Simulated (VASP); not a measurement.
Write the native input for VASP 6.6.1 that does the following.

```yaml
Task: single point
Functional: LDA
Potentials_or_basis: VASP PAW LDA potentials, release 64 (Ag)
Cutoff: 520 eV
k_mesh: 13 × 13 × 13
Occupations: fermi-dirac, width 0.1 eV
Spin: no spin polarisation
Dipole_correction: no
Further_INCAR_settings: ALGO = Fast; EDIFF = 1e-07; NBANDS = 12
```

The structure of Ag lies in POSCAR:

```
Ag
1.0
    2.5745231173      0.0000000000      0.0000000000
    0.0000000000      2.5745231173      0.0000000000
    0.0000000000      0.0000000000      2.5745231173
Ag
1
Direct
    0.0000000000      0.0000000000      0.0000000000
```

This isn't the form of Ag at room conditions, which is fcc.

One way to write it, as run:

INCAR

```
SYSTEM = Ag
ALGO = Fast ; EDIFF = 1E-7
ENCUT = 520 ; GGA = CA
ISIF = 2 ; ISMEAR = -1
LASPH = .True. ; LCHARG = .False.
LREAL = .False. ; LWAVE = .False.
NBANDS = 12 ; NELM = 100
PREC = Accurate ; SIGMA = 0.1
```

KPOINTS

```
k-points
0
Gamma
  13 13 13
  0 0 0
```

Potentials or basis: VASP PAW LDA potentials, release 64 (Ag).

Run with:

```sh
$ cat potpaw_LDA.64/Ag/POTCAR > POTCAR
$ mpirun -np 1 vasp_std > vasp.out
```

It gave:

The pressure is 11.0 GPa and the band gap on the k mesh is none (metal or under the smearing width).

Run time: 13 s on 1 thread of AMD EPYC 9R14 (Zen 4) (shared host), peak memory 0.09 GiB.
